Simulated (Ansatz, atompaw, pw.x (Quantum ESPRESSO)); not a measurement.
Ga (Z = 31) (fcc): variants of one PAW (atompaw) potential in the solid

```json
{"Element": "gallium (Ga)", "Generator": "atompaw 4.2.0.5", "Type": "PAW", "Functional": "LDA (PW92)", "Relativity": "scalar-relativistic", "Frozen core": "[Ar]", "Valence charge": "13", "Reference configuration": "3d10 4s2 4p1", "Partial waves": "4s (bound): rc 2.25 bohr; 4s channel at 4.1 Ry: rc 2.25 bohr; 4p (bound): rc 1.65 bohr; 4p channel at 1.25 Ry: rc 1.65 bohr; 3d (bound): rc 1.35 bohr; 3d channel at -0.25 Ry: rc 1.35 bohr", "Local potential": "bessel scheme, radius 2.00 bohr", "Core correction": "smooth core density matched at 2.20 bohr", "Augmentation charge": "sinc compensation charge, radius 2.10 bohr; PAW radius 2.25 bohr; waves and projectors: custom polynom vanderbiltortho"}
```

Crystal test: fcc Ga in pw.x 7.5, no spin, 14³ k-points, Fermi–Dirac smearing 0.01 Ry, cutoffs set for each file from its atomic test. The reference is all-electron LAPW (Ansatz 0.2.0) with the same functional, mesh and smearing; V0 and B0 come from Birch–Murnaghan fits to the pressures at five volumes. Errors are pseudo minus all-electron; Δ is the rms difference of the E(V) curves that follow from these fits, minima aligned, over ±6 % about the mean V0. Mesh and smearing are coarse, so the numbers serve the comparison and aren't converged zero-temperature values; the lattice is a test structure that the element need not adopt.

All-electron: a0 = 4.093 Å (V0 = 17.15 Å³/atom), B0 = 65.0 GPa.

3 further variants are left out: they gave no file fit for a test, a broken result, the same result as the base, or pressures whose basis-set error rivals the error shown.

```csv
change,cutoffs (Ry),pw.x,a0 (Å),a0 error (%),B0 error (%),Δ (meV/atom),mean pressure error (GPa)
base,170/900,converged,4.097,+0.10,+0.0,0.7,+0.20
"all radii scaled by about 1.14 (s 2.56, p 1.88, d 1.54 bohr); local potential bessel scheme, radius 2.28 bohr; augmentation sinc compensation charge, radius 2.38 bohr; PAW radius 2.56 bohr; waves and projectors: custom polynom vanderbiltortho; core correction smooth core density matched at 2.50 bohr",135/900,converged,4.102,+0.20,+0.5,1.5,+0.41
"all radii scaled by about 1.27 (s 2.86, p 2.10, d 1.72 bohr); local potential bessel scheme, radius 2.54 bohr; augmentation sinc compensation charge, radius 2.68 bohr; PAW radius 2.86 bohr; waves and projectors: custom polynom vanderbiltortho; core correction smooth core density matched at 2.80 bohr",100/900,converged,4.107,+0.33,+0.3,2.4,+0.67
```
